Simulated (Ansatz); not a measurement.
# Stress against strain in BP

```yaml
crystal:
  lattice:
    - [0.00000, 2.26900, 2.26900]
    - [2.26900, 0.00000, 2.26900]
    - [2.26900, 2.26900, 0.00000]
  atoms:
    - { symbol: B, position: [0.00000, 0.00000, 0.00000] }
    - { symbol: P, position: [0.75000, 0.75000, 0.75000] }
```

Atoms are numbered in the order listed.

The geometry is COD entry 9008835, unchecked; take it as a test cell.

Method: DFT, LDA, all-electron LAPW, scalar-relativistic (Ansatz 0.2.0).

Numerical set-up: a Γ-centred 15×15×15 k mesh, Fermi–Dirac smearing of 0.05 eV, basis error target 1 meV/atom, no spin polarisation.

The strain is applied along the Cartesian axes of the cell as listed (the other components stay zero). Fractional coordinates are held (clamped ions).

σ is the change of stress from the unstrained cell, which is at -5.24 GPa; tension is positive, so slopes are stress–strain coefficients at that pressure.

Only quantities that a quadratic follows smoothly over the whole series are listed; rougher ones are left out.

| εxx = εyy | σzz (GPa) | σxx (GPa) |
| --- | --- | --- |
| -0.0300 | -4.70 | -13.62 |
| -0.0100 | -1.40 | -4.17 |
| 0.0000 | 0.00 | 0.00 |
| 0.0100 | 1.26 | 3.84 |
| 0.0200 | 2.38 | 7.36 |
| 0.0300 | 3.38 | 10.58 |

(1) Fit the series and read off the stiffness at zero strain.

(2) One run, at εxx = εyy = -0.0200, is withheld. Predict its row.

## Answers

(1) Least-squares fits y = p0 + p1 x + p2 x² to the rows give σzz (GPa): p1 = 134, p2 = -740; σxx (GPa): p1 = 403, p2 = -1700. So 2 C12 = 134 GPa and C11 + C12 = 403 GPa.

(2) The fits give -2.98, -8.74; the run gave -2.97, -8.70.
